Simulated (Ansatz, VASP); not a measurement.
## InP: VASP beside Ansatz

File POSCAR:

```
InP
1.0
    0.0000000000      2.7806956815      2.9537876370
    2.7806956815      0.0000000000      2.9537876370
    2.7806956815      2.7806956815      0.0000000000
In P
1 1
Direct
    0.0000000000      0.0000000000      0.0000000000
    0.2500000000      0.2500000000      0.2500000000
```

File INCAR.step1:

```
PREC = Accurate
ENCUT = 520
ISMEAR = 0
SIGMA = 0.01
LREAL = F
LASPH = T
NELM = 100
NBANDS = 16
GGA = PE
ALGO = Normal
EDIFF = 1E-4
LWAVE = T
LCHARG = F
```

INCAR.step2

```
PREC = Accurate
ENCUT = 520
EDIFF = 1E-6
ISMEAR = 0
SIGMA = 0.01
LREAL = F
LASPH = T
NELM = 100
ALGO = Normal
ISIF = 2
LWAVE = F
LCHARG = F
METAGGA = R2SCAN
LMIXTAU = T
NBANDS = 16
ISTART = 1
```

Contents of KPOINTS:

```
Automatic mesh
0
Gamma
  8 8 8
```

Input for Ansatz:

```yaml
crystal:
  lattice:
    - [0.0, 2.7806956815, 2.953787637]
    - [2.7806956815, 0.0, 2.953787637]
    - [2.7806956815, 2.7806956815, 0.0]
  atoms:
    - { symbol: In, position: [0.0, 0.0, 0.0] }
    - { symbol: P, position: [0.25, 0.25, 0.25] }
kpoints:
  mp_grid: { grid: [8, 8, 8] }
  band_path:
    path:
      - [0.0, 0.0, 0.0]
      - [-0.5, -0.5, 0.0]
      - [-0.375, -0.375, 0.25]
      - [-0.375, 0.0, 0.375]
      - [0.0, 0.0, 0.5]
      - [-0.5, -0.25, 0.25]
    npoints: 1
hamiltonian:
  xc: r2scan
scf:
  occupations: { method: fixed }
  n_extra_bands: 4
output:
  forces: true
  stress: true
  eigenvalues: true
```

Change from the starting cell: biaxial_xy strain -5.9%.

Alike in both runs: task single point; functional r2SCAN; k mesh 8 × 8 × 8; no spin polarisation.

```csv
,VASP,Ansatz
version,VASP 6.6.1,Ansatz 0.2.0
potentials or method,"VASP PAW PBE potentials, release 64 (In_d, P)","plane waves, PAW"
plane-wave cutoff (eV),520,500
occupations,"gaussian, width 0.01 eV",fixed
valence electrons in the cell,18,18
```

Ansatz gave:

* gap on the k mesh at the Fermi level (eV): 1.59
* pressure (GPa): 10.6
* largest component of the traceless stress (GPa): 1.81

Estimate VASP's values.

gap on the k mesh at the Fermi level (eV): 1.59; pressure (GPa): 10.5; largest component of the traceless stress (GPa): 1.84.

Caveats: the PAW data sets were made with another functional, which shifts forces and pressure a little (VASP); spin-orbit coupling is left out, which moves the levels of the heavy elements. A k mesh can miss the band edges.
